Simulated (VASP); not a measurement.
Sb:

```
Sb
1.0
     3.12240    0.00000    0.00000
     0.00000    4.34752    0.00000
    -0.03891    0.00000    4.40585
Sb
2
Direct
  0.01139 0.25000 0.24117
  0.98861 0.75000 0.75883
```

This isn't the form of Sb at room conditions, which is rhombohedral.

| Quantity | Value |
| --- | --- |
| Program | VASP 6.6.1 |
| Task | relaxation of cell and atoms |
| Functional | LDA |
| Potentials or basis | VASP PAW LDA potentials, release 64 (Sb) |
| Cutoff | 600 eV |
| k mesh | 9 × 6 × 6 |
| Occupations | fermi-dirac, width 0.05 eV |
| Spin | no spin polarisation |

At the start: pressure -3.2 GPa; volume 29.90 Å³/atom.

Problem. How do energy, volume and symmetry change on relaxing?

Solution. Over 19 steps the energy falls by 20.3 meV/atom and the volume is 28.15 Å³/atom (-5.9 %); space group Pm-3m (No. 221, to 0.05 Å).

Step by step:
| step | energy change (eV) | largest force (eV/Å) | pressure (GPa) | volume (Å³) |
| --- | --- | --- | --- | --- |
| 1 | 0.0000 | 0.0434 | -3.19 | 59.81 |
| 2 | -0.0231 | 0.1590 | 2.19 | 54.80 |
| 3 | -0.0347 | 0.1094 | 0.00 | 56.54 |
| 4 | -0.0360 | 0.0993 | 0.01 | 56.49 |
| 5 | -0.0387 | 0.0582 | 0.05 | 56.33 |
| 6 | -0.0369 | 0.0271 | 0.36 | 56.01 |
| 7 | -0.0391 | 0.0321 | 0.11 | 56.22 |
| 8 | -0.0397 | 0.0204 | -0.14 | 56.46 |
| 9 | -0.0398 | 0.0214 | -0.11 | 56.43 |
| 10 | -0.0399 | 0.0176 | 0.14 | 56.22 |
| 11 | -0.0399 | 0.0184 | 0.09 | 56.26 |
| 12 | -0.0401 | 0.0165 | 0.09 | 56.26 |
| 13 | -0.0403 | 0.0209 | 0.07 | 56.26 |
| 14 | -0.0404 | 0.0195 | -0.08 | 56.40 |
| 15 | -0.0404 | 0.0194 | -0.09 | 56.40 |
| 16 | -0.0405 | 0.0158 | -0.04 | 56.37 |
| 17 | -0.0405 | 0.0105 | 0.02 | 56.32 |
| 18 | -0.0406 | 0.0051 | 0.02 | 56.31 |
| 19 | -0.0406 | 0.0031 | 0.03 | 56.30 |

Final structure:
```xyz
2
Lattice="3.0558 0.0000 0.0148 0.0000 4.2758 0.0000 -0.0170 0.0000 4.3090" Properties=species:S:1:pos:R:3 pbc="T T T"
Sb   -0.0037    1.0690    1.0766
Sb    3.0425    3.2069    3.2472
```
